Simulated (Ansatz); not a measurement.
## TiNi in Ansatz: the effect of functional

TiNi:

```
Ni Ti
1.0
     2.75392    0.00000    0.00000
     0.00000    2.75392    0.00000
     0.00000    0.00000    3.60513
Ni Ti
1 1
Direct
  0.00000 0.00000 0.00000
  0.50000 0.50000 0.50000
```

The cell comes from a database or a generator and needn't be the stable form of this composition.

The cell isn't the ideal one: volume scaled by 1.02.

Alike in all runs:

| Item | Value |
| --- | --- |
| Program | Ansatz 0.2.0 |
| Task | single point |
| Potentials or basis | Ansatz PAW |
| k mesh | 10 × 10 × 8 |
| Occupations | fermi-dirac, width 0.05 eV |
| Spin | collinear spin, ferromagnetic start |
| Starting moments | [1.0, 1.0] μB |

| functional | cutoff | pressure (GPa) | moment (μB) |
| --- | --- | --- | --- |
| LDA | 420 eV (not typed: the program's choice for these potentials) | -14.4 | 0.00 |
| PBEsol | 420 eV (not typed: the program's choice for these potentials) | ? | ? |
| r2SCAN | 500 eV (not typed: the program's choice for these potentials) | -5.7 | 0.54 |

Q: What does the run with functional PBEsol give?

A: Pressure -9.0 GPa; moment 0.00 μB.

Caveats: the PAW data sets come from PBE, with cores solved anew for the run's functional, which leaves a small shift of forces and pressure; the starting moments weren't kept (some runs); the magnetic or orbital state may not be the lowest (some runs).

Runs at the PBE level aren't shown here.
